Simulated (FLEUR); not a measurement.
# Pd (P6_3/mmc) in FLEUR: notebook

Runs on Pd. Level: SCAN. Tasks: band structure, equation of state.

All numbers are computed with FLEUR MaX-R8.1 (later development tree); they aren't measurements. Logs are shortened: lines on timing, memory, paths and dates and some standing lists are left out, and cuts for length are marked.

## Step 1: The structure

The structure is hexagonal, space group P6_3/mmc (No. 194). Conventional cell: a = 2.784 Å, b = 2.784 Å, c = 4.629 Å, α = 90.00°, β = 90.00°, γ = 120.00°. Around Pd (site symmetry -6m2) lie 12 Pd at 2.78 to 2.82 Å.

This isn't the form of Pd at room conditions, which is fcc.

## Step 2: Band structure, SCAN

inp.xml reads:

```xml
<?xml version="1.0" encoding="UTF-8" standalone="no"?>
<fleurInput fleurInputVersion="0.39">
   <comment>
      Pd                                                                                                  
   </comment>
   <calculationSetup>
      <cutoffs Kmax="4.1" Gmax="12.7" GmaxXC="12.7" numbands="0"/>
      <scfLoop itmax="80" minDistance="0.0001" maxIterBroyd="30" imix="Anderson" alpha="0.05" precondParam="0.0" spinf="2.0" sdNocoIR="T"/>
      <coreElectrons ctail="F" frcor="F" kcrel="0" coretail_lmax="0"/>
      <xcFunctional name="LibXC" relativisticCorrections="F">
         <LibXCName exchange="mgga_x_scan" correlation="mgga_c_scan"/>
         <AuxGGA exchange="117" correlation="130"/>
      </xcFunctional>
      <magnetism jspins="1"/>
      <soc l_soc="F" theta="0.0" phi="0.0" spav="F"/>
      <expertModes spex="0" secvar="F"/>
      <geometryOptimization l_f="F" forcealpha="1.0" forcemix="BFGS" epsdisp="0.00001" epsforce="0.00001"/>
      <ldaU l_linMix="F" mixParam="0.05" spinf="1.0"/>
   </calculationSetup>
   <cell>
      <bzIntegration valenceElectrons="36.0" mode="hist" fermiSmearingEnergy="0.00183747">
         <kPointListSelection listName="default-1"/>
         <!-- k-points included here -->
         <xi:include xmlns:xi="http://www.w3.org/2001/XInclude" href="kpts.xml"> </xi:include>
      </bzIntegration>
      <!-- symmetry operations included here -->
      <xi:include xmlns:xi="http://www.w3.org/2001/XInclude" href="sym.xml"> </xi:include>
      <bulkLattice scale="1.0">
         <bravaisMatrix>
            <row-1>    5.2603645591841151     0.0000000000000000     0.0000000000000000</row-1>
            <row-2>   -2.6301822795920575     4.5556093414404790     0.0000000000000000</row-2>
            <row-3>    0.0000000000000000     0.0000000000000000     8.7473400300780675</row-3>
         </bravaisMatrix>
      </bulkLattice>
   </cell>
   <atomSpecies>
      <species name="Palladium (Pd)" element="Pd" atomicNumber="46">
         <mtSphere radius="2.44" gridPoints="807" logIncrement="0.016"/>
         <atomicCutoffs lmax="10" lnonsphr="10"/>
         <electronConfig flipSpins="F">
            <coreConfig>(1s1/2) (2s1/2) (2p1/2) (2p3/2) (3s1/2) (3p1/2) (3p3/2) (3d3/2) (3d5/2)</coreConfig>
            <valenceConfig>(4s1/2) (4p1/2) (4p3/2) (5s1/2) (4d3/2) (4d5/2)</valenceConfig>
            <stateOccupation state="(5s1/2)" spinUp="0.500000" spinDown="0.500000"/>
            <stateOccupation state="(4d3/2)" spinUp="1.800000" spinDown="1.800000"/>
            <stateOccupation state="(4d5/2)" spinUp="2.700000" spinDown="2.700000"/>
         </electronConfig>
         <energyParameters s="5" p="5" d="4" f="4"/>
         <lo type="SCLO" l="0" n="4" eDeriv="0"/>
         <lo type="SCLO" l="1" n="4" eDeriv="0"/>
         <lo type="SCLO" l="1" n="4" eDeriv="1"/>
         <lo type="SCLO" l="2" n="4" eDeriv="2"/>
         <lo type="SCLO" l="3" n="4" eDeriv="2"/>
      </species>
   </atomSpecies>
   <atomGroups>
      <atomGroup species="Palladium (Pd)">
         <relPos label="                   1">1.000/3.000 -1.000/3.000 1.000/4.000</relPos>
         <relPos label="                   2">-1.000/3.000 1.000/3.000 -1.000/4.000</relPos>
         <force calculate="T" relaxXYZ="TTT"/>
      </atomGroup>
   </atomGroups>
   <output dos="F" band="F" slice="F">
      <checks vchk="F" cdinf="F"/>
      <bandDOS minEnergy="-.5*Htr" maxEnergy="0.5*Htr" sigma="0.015" storeEVData="T"/>
      <vacuumDOS vacdos="F" integ="F" star="F" nstars="0" locx1="0.0" locy1="0.0" locx2="0.0" locy2="0.0" nstm="0" tworkf="0.0"/>
      <unfoldingBand unfoldBand="F" supercellX="1" supercellY="1" supercellZ="1"/>
      <plotting iplot="0" polar="F">
         <plot TwoD="T" vec1="  1.0  0.0  0.0" vec2="  0.0  1.0  0.0" vec3="  0.0  0.0  1.0" zero="  0.0  0.0  0.0" file="plot"/>
      </plotting>
      <chargeDensitySlicing numkpt="0" minEigenval="0.0" maxEigenval="0.0" nnne="0" pallst="F"/>
      <specialOutput eonly="F"/>
      <moessbauerParams electricFieldGradient="T" isomerShift="T" coreHyperfine="T" valenceHyperfine="T"/>
      <magneticCircularDichroism mcd="F" energyLo="-10.0" energyUp="0.0"/>
   </output>
  <!-- We include the file relax.xml here to enable relaxations (see documentation) -->
  <xi:include xmlns:xi="http://www.w3.org/2001/XInclude" href="relax.xml"> <xi:fallback/> </xi:include>
</fleurInput>
```

crystal.txt reads:

```
Pd
&input cartesian=F /
2.7836650458  0.0000000000  0.0000000000
-1.3918325229  2.4107246453  0.0000000000
0.0000000000  0.0000000000  4.6288930000
1.8897261246
1.0 1.0 1.0

2
46 0.3333333334  0.6666666668  0.2500000000
46 0.6666666668  0.3333333334  0.7500000000

&kpt div1=11 div2=11 div3=6 gamma=T /
```

inp.xml (bands) reads:

```
<?xml version="1.0" encoding="UTF-8" standalone="no"?>
<fleurInput fleurInputVersion="0.39">
   <comment>
      Pd                                                                                                  
   </comment>
   <calculationSetup>
      <cutoffs Kmax="4.1" Gmax="12.7" GmaxXC="12.7" numbands="0"/>
      <scfLoop itmax="80" minDistance="0.0001" maxIterBroyd="30" imix="Anderson" alpha="0.05" precondParam="0.0" spinf="2.0" sdNocoIR="T"/>
      <coreElectrons ctail="F" frcor="F" kcrel="0" coretail_lmax="0"/>
      <xcFunctional name="LibXC" relativisticCorrections="F">
         <LibXCName exchange="mgga_x_scan" correlation="mgga_c_scan"/>
         <AuxGGA exchange="117" correlation="130"/>
      </xcFunctional>
      <magnetism jspins="1"/>
      <soc l_soc="F" theta="0.0" phi="0.0" spav="F"/>
      <expertModes spex="0" secvar="F"/>
      <geometryOptimization l_f="F" forcealpha="1.0" forcemix="BFGS" epsdisp="0.00001" epsforce="0.00001"/>
      <ldaU l_linMix="F" mixParam="0.05" spinf="1.0"/>
   </calculationSetup>
   <cell>
      <bzIntegration valenceElectrons="36.0" mode="hist" fermiSmearingEnergy="0.00183747">
         <kPointListSelection listName="path-1"/>
         <!-- k-points included here -->
         <xi:include xmlns:xi="http://www.w3.org/2001/XInclude" href="kpts.xml"> </xi:include>
      </bzIntegration>
      <!-- symmetry operations included here -->
      <xi:include xmlns:xi="http://www.w3.org/2001/XInclude" href="sym.xml"> </xi:include>
      <bulkLattice scale="1.0">
         <bravaisMatrix>
            <row-1>    5.2603645591841151     0.0000000000000000     0.0000000000000000</row-1>
            <row-2>   -2.6301822795920575     4.5556093414404790     0.0000000000000000</row-2>
            <row-3>    0.0000000000000000     0.0000000000000000     8.7473400300780675</row-3>
         </bravaisMatrix>
      </bulkLattice>
   </cell>
   <atomSpecies>
      <species name="Palladium (Pd)" element="Pd" atomicNumber="46">
         <mtSphere radius="2.44" gridPoints="807" logIncrement="0.016"/>
         <atomicCutoffs lmax="10" lnonsphr="10"/>
         <electronConfig flipSpins="F">
            <coreConfig>(1s1/2) (2s1/2) (2p1/2) (2p3/2) (3s1/2) (3p1/2) (3p3/2) (3d3/2) (3d5/2)</coreConfig>
            <valenceConfig>(4s1/2) (4p1/2) (4p3/2) (5s1/2) (4d3/2) (4d5/2)</valenceConfig>
            <stateOccupation state="(5s1/2)" spinUp="0.500000" spinDown="0.500000"/>
            <stateOccupation state="(4d3/2)" spinUp="1.800000" spinDown="1.800000"/>
            <stateOccupation state="(4d5/2)" spinUp="2.700000" spinDown="2.700000"/>
         </electronConfig>
         <energyParameters s="5" p="5" d="4" f="4"/>
         <lo type="SCLO" l="0" n="4" eDeriv="0"/>
         <lo type="SCLO" l="1" n="4" eDeriv="0"/>
         <lo type="SCLO" l="1" n="4" eDeriv="1"/>
         <lo type="SCLO" l="2" n="4" eDeriv="2"/>
         <lo type="SCLO" l="3" n="4" eDeriv="2"/>
      </species>
   </atomSpecies>
   <atomGroups>
      <atomGroup species="Palladium (Pd)">
         <relPos label="                   1">1.000/3.000 -1.000/3.000 1.000/4.000</relPos>
         <relPos label="                   2">-1.000/3.000 1.000/3.000 -1.000/4.000</relPos>
         <force calculate="T" relaxXYZ="TTT"/>
      </atomGroup>
   </atomGroups>
   <output dos="F" band="T" slice="F">
      <checks vchk="F" cdinf="F"/>
      <bandDOS minEnergy="-.5*Htr" maxEnergy="0.5*Htr" sigma="0.015" storeEVData="T"/>
      <vacuumDOS vacdos="F" integ="F" star="F" nstars="0" locx1="0.0" locy1="0.0" locx2="0.0" locy2="0.0" nstm="0" tworkf="0.0"/>
      <unfoldingBand unfoldBand="F" supercellX="1" supercellY="1" supercellZ="1"/>
      <plotting iplot="0" polar="F">
         <plot TwoD="T" vec1="  1.0  0.0  0.0" vec2="  0.0  1.0  0.0" vec3="  0.0  0.0  1.0" zero="  0.0  0.0  0.0" file="plot"/>
      </plotting>
      <chargeDensitySlicing numkpt="0" minEigenval="0.0" maxEigenval="0.0" nnne="0" pallst="F"/>
      <specialOutput eonly="F"/>
      <moessbauerParams electricFieldGradient="T" isomerShift="T" coreHyperfine="T" valenceHyperfine="T"/>
      <magneticCircularDichroism mcd="F" energyLo="-10.0" energyUp="0.0"/>
   </output>
  <!-- We include the file relax.xml here to enable relaxations (see documentation) -->
  <xi:include xmlns:xi="http://www.w3.org/2001/XInclude" href="relax.xml"> <xi:fallback/> </xi:include>
</fleurInput>
```

Potentials or basis: all-electron, FLAPW.

Launch:

```console
$ inpgen -f crystal.txt -profile fastHighL
$ # inp.xml edited to the form shown
$ fleur_MPI
$ fleur_MPI   # second run, on inp.xml (bands)
```

The log of the run:

```text
Welcome to FLEUR        (www.flapw.de)
      MaX-Release 8.1          (www.max-centre.eu)
 func_ids         267         263         267         263
 MetaGGA potential functional detected - V_tau will be computed
 Auxiliary Potential for radial basis: exchange=         117  correlation=         130
The functional 'SCAN exchange of Sun, Ruzsinszky, and Perdew' is an exchange functional, it belongs to the 'MGGA' family and is defined in the reference(s):
[1] J. Sun, A. Ruzsinszky, and J. P. Perdew.,  Phys. Rev. Lett. 115, 036402 (2015)
The functional 'SCAN correlation of Sun, Ruzsinszky, and Perdew' is a correlation functional, it belongs to the 'MGGA' family and is defined in the reference(s):
[1] J. Sun, A. Ruzsinszky, and J. P. Perdew.,  Phys. Rev. Lett. 115, 036402 (2015)
 Using same functional for VXC and EXC

 ========== k-point set info ==========
 Selected k-point list: default-1
 k-point list type: mesh
 11 x 11 x 6
 Number of k points: 64

 ------------Calculation Setup---------------------------
 Number of MPI-tasks      :            1
 Number of PE/node        :            1
 Number of OMP-threads    :            1
 Most efficient MPI parallelization for:
           1           2           4           8          16          32          64
 Additional eigenvalue parallelization possible
 Number of basis functions:          323
 Approximate size of matrices (H+S) per k-point:         0.002 GB
 --------------------------------------------------------
The functional 'Hammer, Hansen, and Norskov' is an exchange functional, it belongs to the 'GGA' family and is defined in the reference(s):
[1] B. Hammer, L. B. Hansen, and J. K. Nørskov.,  Phys. Rev. B 59, 7413 (1999)
The functional 'Perdew, Burke & Ernzerhof' is a correlation functional, it belongs to the 'GGA' family and is defined in the reference(s):
[1] J. P. Perdew, K. Burke, and M. Ernzerhof.,  Phys. Rev. Lett. 77, 3865 (1996)
[2] J. P. Perdew, K. Burke, and M. Ernzerhof.,  Phys. Rev. Lett. 78, 1396 (1997)
 Using same functional for VXC and EXC
 Using auxiliary GGA potential for the first iteration of MetaGGA calculation.
 Reset of history
 Reset of history
 Iteration:     1   Distance:      32.79839932 me/bohr^3
The functional 'Hammer, Hansen, and Norskov' is an exchange functional, it belongs to the 'GGA' family and is defined in the reference(s):
[1] B. Hammer, L. B. Hansen, and J. K. Nørskov.,  Phys. Rev. B 59, 7413 (1999)
The functional 'Perdew, Burke & Ernzerhof' is a correlation functional, it belongs to the 'GGA' family and is defined in the reference(s):
[1] J. P. Perdew, K. Burke, and M. Ernzerhof.,  Phys. Rev. Lett. 77, 3865 (1996)
[2] J. P. Perdew, K. Burke, and M. Ernzerhof.,  Phys. Rev. Lett. 78, 1396 (1997)
 Using same functional for VXC and EXC
 Iteration:     2   Distance:      30.59595181 me/bohr^3
The functional 'Hammer, Hansen, and Norskov' is an exchange functional, it belongs to the 'GGA' family and is defined in the reference(s):
[1] B. Hammer, L. B. Hansen, and J. K. Nørskov.,  Phys. Rev. B 59, 7413 (1999)
The functional 'Perdew, Burke & Ernzerhof' is a correlation functional, it belongs to the 'GGA' family and is defined in the reference(s):
[1] J. P. Perdew, K. Burke, and M. Ernzerhof.,  Phys. Rev. Lett. 77, 3865 (1996)
[2] J. P. Perdew, K. Burke, and M. Ernzerhof.,  Phys. Rev. Lett. 78, 1396 (1997)
 Using same functional for VXC and EXC
 Iteration:     3   Distance:      28.93502204 me/bohr^3
The functional 'Hammer, Hansen, and Norskov' is an exchange functional, it belongs to the 'GGA' family and is defined in the reference(s):
[1] B. Hammer, L. B. Hansen, and J. K. Nørskov.,  Phys. Rev. B 59, 7413 (1999)
The functional 'Perdew, Burke & Ernzerhof' is a correlation functional, it belongs to the 'GGA' family and is defined in the reference(s):
[1] J. P. Perdew, K. Burke, and M. Ernzerhof.,  Phys. Rev. Lett. 77, 3865 (1996)
[2] J. P. Perdew, K. Burke, and M. Ernzerhof.,  Phys. Rev. Lett. 78, 1396 (1997)
 Using same functional for VXC and EXC
 Iteration:     4   Distance:      10.13438703 me/bohr^3
The functional 'Hammer, Hansen, and Norskov' is an exchange functional, it belongs to the 'GGA' family and is defined in the reference(s):
[1] B. Hammer, L. B. Hansen, and J. K. Nørskov.,  Phys. Rev. B 59, 7413 (1999)
The functional 'Perdew, Burke & Ernzerhof' is a correlation functional, it belongs to the 'GGA' family and is defined in the reference(s):
[1] J. P. Perdew, K. Burke, and M. Ernzerhof.,  Phys. Rev. Lett. 77, 3865 (1996)
[2] J. P. Perdew, K. Burke, and M. Ernzerhof.,  Phys. Rev. Lett. 78, 1396 (1997)
 Using same functional for VXC and EXC
 Iteration:     5   Distance:       4.16234793 me/bohr^3
The functional 'Hammer, Hansen, and Norskov' is an exchange functional, it belongs to the 'GGA' family and is defined in the reference(s):
[... 39 lines left out ...]
 Using same functional for VXC and EXC
 Iteration:    11   Distance:       0.01068145 me/bohr^3
The functional 'Hammer, Hansen, and Norskov' is an exchange functional, it belongs to the 'GGA' family and is defined in the reference(s):
[1] B. Hammer, L. B. Hansen, and J. K. Nørskov.,  Phys. Rev. B 59, 7413 (1999)
The functional 'Perdew, Burke & Ernzerhof' is a correlation functional, it belongs to the 'GGA' family and is defined in the reference(s):
[1] J. P. Perdew, K. Burke, and M. Ernzerhof.,  Phys. Rev. Lett. 77, 3865 (1996)
[2] J. P. Perdew, K. Burke, and M. Ernzerhof.,  Phys. Rev. Lett. 78, 1396 (1997)
 Using same functional for VXC and EXC
 Iteration:    12   Distance:       0.00050130 me/bohr^3
The functional 'Hammer, Hansen, and Norskov' is an exchange functional, it belongs to the 'GGA' family and is defined in the reference(s):
[1] B. Hammer, L. B. Hansen, and J. K. Nørskov.,  Phys. Rev. B 59, 7413 (1999)
The functional 'Perdew, Burke & Ernzerhof' is a correlation functional, it belongs to the 'GGA' family and is defined in the reference(s):
[1] J. P. Perdew, K. Burke, and M. Ernzerhof.,  Phys. Rev. Lett. 77, 3865 (1996)
[2] J. P. Perdew, K. Burke, and M. Ernzerhof.,  Phys. Rev. Lett. 78, 1396 (1997)
 Using same functional for VXC and EXC
 Iteration:    13   Distance:       0.00030737 me/bohr^3
The functional 'Hammer, Hansen, and Norskov' is an exchange functional, it belongs to the 'GGA' family and is defined in the reference(s):
[1] B. Hammer, L. B. Hansen, and J. K. Nørskov.,  Phys. Rev. B 59, 7413 (1999)
The functional 'Perdew, Burke & Ernzerhof' is a correlation functional, it belongs to the 'GGA' family and is defined in the reference(s):
[1] J. P. Perdew, K. Burke, and M. Ernzerhof.,  Phys. Rev. Lett. 77, 3865 (1996)
[2] J. P. Perdew, K. Burke, and M. Ernzerhof.,  Phys. Rev. Lett. 78, 1396 (1997)
 Using same functional for VXC and EXC
 Iteration:    14   Distance:       0.00002601 me/bohr^3

 ********************************************************************
 Run finished successfully
 Stop message:
   all done
 ********************************************************************
```

Wall time 49 s (1 thread of Intel Xeon at 2.70GHz, shared host); peak memory 0.09 GiB.

Results:

```
Free energy                                           : -274702.3820 eV
Band gap along the path                               : none (metal or under the smearing width)
Valence electrons inside the program's atomic spheres : Pd 16.67 (radii Pd 2.44 bohr)
```

Levels at the corners of the path, in eV from the Fermi level:
```
point  band 15  band 16  band 17  band 18  band 19  band 20  band 21  band 22
    Γ    -2.29    -1.65    -1.65    -0.27    -0.27     1.15     6.95    17.68
    M    -1.61    -0.02    -0.01     0.18     2.70     4.61     9.81    10.13
    K    -1.76    -0.48    -0.48    -0.40     6.08     6.28     6.28    12.56
    Γ    -2.29    -1.65    -1.65    -0.27    -0.27     1.15     6.95    17.68
    A    -2.67    -2.67    -0.72    -0.72    -0.72    -0.72    14.28    14.28
    L    -0.42    -0.42     0.10     0.10     2.84     2.84     8.23     8.23
    H    -1.75    -1.75    -0.17    -0.17     7.10     7.10     8.89     8.89
    A    -2.67    -2.67    -0.72    -0.72    -0.72    -0.72    14.28    14.28
    L    -0.42    -0.42     0.10     0.10     2.84     2.84     8.23     8.23
    M    -1.61    -0.02    -0.01     0.18     2.70     4.61     9.81    10.13
    K    -1.76    -0.48    -0.48    -0.40     6.08     6.28     6.28    12.56
    H    -1.75    -1.75    -0.17    -0.17     7.10     7.10     8.89     8.89
```

Core levels (eV from the Fermi level):
```csv
atom,levels
1 Pd,"1s1/2 -24152.8, 2s1/2 -3524.3, 2p1/2 -3268.4, 2p3/2 -3109.0, 3s1/2 -634.2, 3p1/2 -533.3, 3p3/2 -505.5, 3d3/2 -327.0, 3d5/2 -321.5"
2 Pd,"1s1/2 -24152.8, 2s1/2 -3524.3, 2p1/2 -3268.4, 2p3/2 -3109.0, 3s1/2 -634.2, 3p1/2 -533.3, 3p3/2 -505.5, 3d3/2 -327.0, 3d5/2 -321.5"
```

Caveat: the meta-GGA is that of a development version, with a GGA for the radial functions and cores and without core tails.

## Step 3: Equation of state, SCAN, 14.60 Å³/atom (volume scaled by 0.94)

Changes to inp.xml since step 2:

```diff
@@ -6,3 +6,3 @@
    <calculationSetup>
-      <cutoffs Kmax="4.1" Gmax="12.7" GmaxXC="12.7" numbands="0"/>
+      <cutoffs Kmax="4.15" Gmax="12.9" GmaxXC="12.9" numbands="0"/>
       <scfLoop itmax="80" minDistance="0.0001" maxIterBroyd="30" imix="Anderson" alpha="0.05" precondParam="0.0" spinf="2.0" sdNocoIR="T"/>
@@ -27,3 +27,3 @@
       <xi:include xmlns:xi="http://www.w3.org/2001/XInclude" href="sym.xml"> </xi:include>
-      <bulkLattice scale="1.0">
+      <bulkLattice scale="0.9795861087">
          <bravaisMatrix>
@@ -37,3 +37,3 @@
       <species name="Palladium (Pd)" element="Pd" atomicNumber="46">
-         <mtSphere radius="2.44" gridPoints="807" logIncrement="0.016"/>
+         <mtSphere radius="2.36" gridPoints="807" logIncrement="0.016"/>
          <atomicCutoffs lmax="10" lnonsphr="10"/>
```

Potentials or basis: all-electron, FLAPW.

Launch:

```console
$ inpgen -f crystal.txt -profile fastHighL
$ # inp.xml edited to the form shown
$ fleur_MPI
```

It took 63 s on 1 thread of Intel Xeon at 2.70GHz, shared host; peak memory 0.09 GiB.

Results (log left out):

```yaml
Free_energy: -274702.4082 eV
Band_gap_on_the_k_mesh: none (metal or under the smearing width)
Valence_electrons_inside_the_program's_atomic_spheres: Pd 16.50 (radii Pd 2.36 bohr)
```

Caveat: the meta-GGA is that of a development version, with a GGA for the radial functions and cores and without core tails.

## Step 4: Equation of state, SCAN, 14.91 Å³/atom (volume scaled by 0.96)

Changes to inp.xml since step 3:

```diff
@@ -27,3 +27,3 @@
       <xi:include xmlns:xi="http://www.w3.org/2001/XInclude" href="sym.xml"> </xi:include>
-      <bulkLattice scale="0.9795861087">
+      <bulkLattice scale="0.9864848297">
          <bravaisMatrix>
```

Launch:

```console
$ inpgen -f crystal.txt -profile fastHighL
$ # inp.xml edited to the form shown
$ fleur_MPI
```

Wall time 45 s (1 thread of Intel Xeon at 2.70GHz, shared host); peak memory 0.09 GiB.

Results (log left out):

| Item | Value |
| --- | --- |
| Free energy | -274702.4111 eV |
| Band gap on the k mesh | none (metal or under the smearing width) |
| Valence electrons inside the program's atomic spheres | Pd 16.48 (radii Pd 2.36 bohr) |

Caveat: the meta-GGA is that of a development version, with a GGA for the radial functions and cores and without core tails.

[end of part 1 of 2]
